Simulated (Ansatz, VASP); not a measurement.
BaTe in VASP and in Ansatz

```xyz
2
Lattice="0.0000 3.3639 3.3639 3.3639 0.0000 3.3639 3.3639 3.3639 0.0000" Properties=species:S:1:pos:R:3 pbc="T T T"
Ba    0.0000    0.0000    0.0000
Te    3.3639    3.3639    3.3639
```

Change from the starting cell: volume scaled by 0.96.

Alike in both runs: task single point; functional PBE; k mesh 7 × 7 × 7; occupations fermi-dirac, width 0.05 eV; no spin polarisation.

|  | VASP | Ansatz |
| --- | --- | --- |
| version | VASP 6.6.1 | Ansatz 0.2.0 |
| potentials or method | VASP PAW PBE potentials, release 64 (Ba_sv, Te) | Ansatz PAW |
| plane-wave cutoff (eV) | 520 | 420 |
| valence electrons in the cell | 16 | 26 |

```csv
,VASP,Ansatz,Ansatz less VASP
gap on the k mesh at the Fermi level (eV),1.27,1.38,+0.109
least direct gap on the mesh (eV),1.65,1.71,+0.066
pressure (GPa),6.3,5.8,-0.50
```

The two sets of potentials don't hold the same shells in valence.

Caveats: spin-orbit coupling is left out, which moves the levels of the heavy elements; an odd mesh through Γ misses points on the zone boundary, where band edges often lie (VASP); odd divisions of the mesh miss points on the zone boundary, where band edges often lie, so the gap on the mesh can be too wide (Ansatz).
